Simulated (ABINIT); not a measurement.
Here is an ABINIT 10.8.3 (patched build) calculation.

Contents of run.abi:

```
# Pseudopotentials
pp_dirpath "./"
pseudos "B.upf"

# Structure
acell 3.5625872792 3.5625872792 3.5625872792
rprim
     1.0000000000     0.0000000000     0.0000000000
     0.0000000000     1.0000000000     0.0000000000
     0.0000000000     0.0000000000     1.0000000000
ntypat 1
znucl 5
natom 1
typat 1
xred
     0.5000000000     0.5000000000     0.5000000000

# Plane-wave basis
ecut 28.0

# k points
kptopt 1
ngkpt 10 10 10
nshiftk 1
shiftk 0.0 0.0 0.0

# Exchange and correlation
ixc 7

# Bands and occupations
nband 6
occopt 3
tsmear 0.05 eV

# SCF cycle
nstep 100
tolvrs 1.0e-10

# Output
iomode 3
prtwf 0
prteig 0
prtebands 0
enunit 1
prtden 1
prtvha 1
prtvclmb 1
prtpot 1
prtelf 1
```

Potentials or basis: PseudoDojo NC SR LDA v0.4.1 standard.

Launch:

```sh
$ abinit run.abi > log 2>&1
```

Problem. What does it give for the band gap on the k mesh?

Solution. None (metal or under the smearing width).
